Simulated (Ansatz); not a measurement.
**Li: the crystal squeezed far**

How does Li (A7 type) answer strong compression? Methods of the runs shown: PAW.

Computed with Ansatz 0.2.0 (DFT PBE, with the methods named in each step, unless a step's input says otherwise).

## Step 1: The structure to begin with

The structure is trigonal, space group R-3m (No. 166). The conventional cell has a = 3.872 Å, b = 3.872 Å, c = 10.262 Å, α = 90.00°, β = 90.00°, γ = 120.00°. Around Li (site symmetry 3m) lie 3 Li at 2.61 Å.

Coordinates:

```xyz
2
Lattice="1.9362 -1.1179 3.4206 0.0000 2.2357 3.4206 -1.9362 -1.1179 3.4206" Properties=species:S:1:pos:R:3 pbc="T T T"
Li    0.0000    0.0000    2.3807
Li    0.0000    0.0000   -2.3807
```

Whether this phase is the stable one at these pressures isn't tested.

Atoms are numbered in the order of the input: Li1, Li2.

## Step 2: Cell relaxed at zero pressure, PAW

Contents of input.yaml:

```yaml
crystal:
  lattice:
    - [1.9361771506, -1.1178523991, 3.4205796326]
    - [0.0, 2.2357047981, 3.4205796326]
    - [-1.9361771506, -1.1178523991, 3.4205796326]
  atoms:
    - { symbol: Li, position: [0.232, 0.232, 0.232] }
    - { symbol: Li, position: [-0.232, -0.232, -0.232] }
kpoints:
  mp_grid: { grid: [13, 13, 13] }
scf:
  occupations: { method: fermi_dirac, width: 0.08 }
hamiltonian:
  xc: pbe
  pseudopotentials: { kind: paw }
output:
  forces: true
  stress: true
relax:
  f_tol: 0.005
  max_steps: 40
  cell: {}
```

Started as:

```bash
ansatz run input.yaml --threads 1 --pin off --max-ram 2048MiB --backend cpu --events-out ev --progress --plain --runs-dir out
```

The runs that follow: Volume scaled by 1, PAW; Shape and atoms relaxed at 0.92 of the volume, PAW; Volume scaled by 0.92, PAW; Shape and atoms relaxed at 0.84 of the volume, PAW; Volume scaled by 0.84, PAW; Shape and atoms relaxed at 0.76 of the volume, PAW; Volume scaled by 0.76, PAW; Shape and atoms relaxed at 0.68 of the volume, PAW; Volume scaled by 0.68, PAW; Shape and atoms relaxed at 0.6 of the volume, PAW; Volume scaled by 0.6, PAW; Shape and atoms relaxed at 0.52 of the volume, PAW; Volume scaled by 0.52, PAW; Shape and atoms relaxed at 0.45 of the volume, PAW; Volume scaled by 0.45, PAW; Volume scaled by 0.45, PAW (core large).

**Question.** What will these runs give? Wanted: PAW pressure at 0.45 of the volume; PAW; fitted bulk modulus at zero pressure.

**Answer**, as computed:

```
                                       quantity     value
             PAW pressure at 0.45 of the volume  41.9 GPa
PAW (core large) pressure at 0.45 of the volume  41.9 GPa
     fitted bulk modulus at zero pressure (PAW)  12.9 GPa
                        its pressure derivative      3.63
```

At 0.45 of the starting volume PAW gives 42 GPa. One third-order Birch-Murnaghan curve follows these points (B₀ = 12.9 GPa, B′ = 3.63, misfit at most 0.09 GPa). A fit over so wide a range leans to the high pressures, so B₀ can be off by several per cent. No all-electron run checks these rows here, and frozen cores can fail under such compression. The ions are at rest, and the electrons smeared by 0.08 eV.
